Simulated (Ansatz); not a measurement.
**Rh, dhcp: how the functional moves the structure**

All rows: Ansatz, plane waves with scalar-relativistic PAW, 420 eV (500 eV for the SCAN forms), relaxed under each functional, no dispersion correction, no zero-point motion. B₀ comes from uniform scaling at fixed shape; a dash is a value not given.

```csv
functional,V (Å³/atom),cell,B₀ (GPa),magnetic state,ΔE to fcc (meV/atom)
r²SCAN,13.74,"a = 2.689 Å, c = 8.781 Å (c/a = 3.266)",281,non-magnetic,23
PBEsol,13.54,"a = 2.677 Å, c = 8.732 Å (c/a = 3.262)",294,spin not included,20
revPBE,14.28,"a = 2.725 Å, c = 8.885 Å (c/a = 3.261)",242,spin not included,19
RPBE,14.36,"a = 2.730 Å, c = 8.901 Å (c/a = 3.261)",237,spin not included,19
BLYP,14.88,"a = 2.762 Å, c = 9.007 Å (c/a = 3.261)",214,spin not included,18
```

**Question.** What does PBE give?

**Answer.** V (Å³/atom): 14.07; cell: a = 2.711 Å, c = 8.846 Å (c/a = 3.264); B₀ (GPa): 256; magnetic state: non-magnetic; ΔE to fcc (meV/atom): 19.
